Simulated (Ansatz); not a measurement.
**Tl: strain and displacement**

```xyz
1
Lattice="0.0000 2.1650 2.1650 2.1650 0.0000 2.1650 2.1650 2.1650 0.0000" Properties=species:S:1:pos:R:3 pbc="T T T"
Tl    0.0000    0.0000    0.0000
```

The cell comes from COD entry 2300517, which wasn't checked; take it as a given geometry.

Spin–orbit coupling is left out, though it moves levels of the heavy atoms by tenths of an eV or more.

Computed with Ansatz 0.2.0, DFT, PBE, all-electron PAW with datasets made for the crystal, scalar-relativistic.

Settings: a Γ-centred 16×16×16 k mesh, Fermi–Dirac smearing of 0.05 eV, cutoff 260 eV (chosen by the program for this cell), no spin polarisation.

The unchanged cell is at 37.5 GPa.

In a metal, stresses and small energies carry noise from the k mesh.

x, y and z are the Cartesian axes of the cell as listed; fractional coordinates follow a strain, and an engineering shear is twice the off-diagonal strain component.

With z strained by -1.5 % at fixed volume: energy change under 1 meV/atom; stress change (xx, yy, zz, yz, xz, xy) -0.29, -0.29, 0.55, 0.00, 0.00, 0.00 GPa, compression positive.

With z strained by +4 % at fixed volume: energy change +3 meV/atom; stress change (xx, yy, zz, yz, xz, xy) 0.42, 0.42, -1.07, 0.00, 0.00, 0.00 GPa, compression positive.
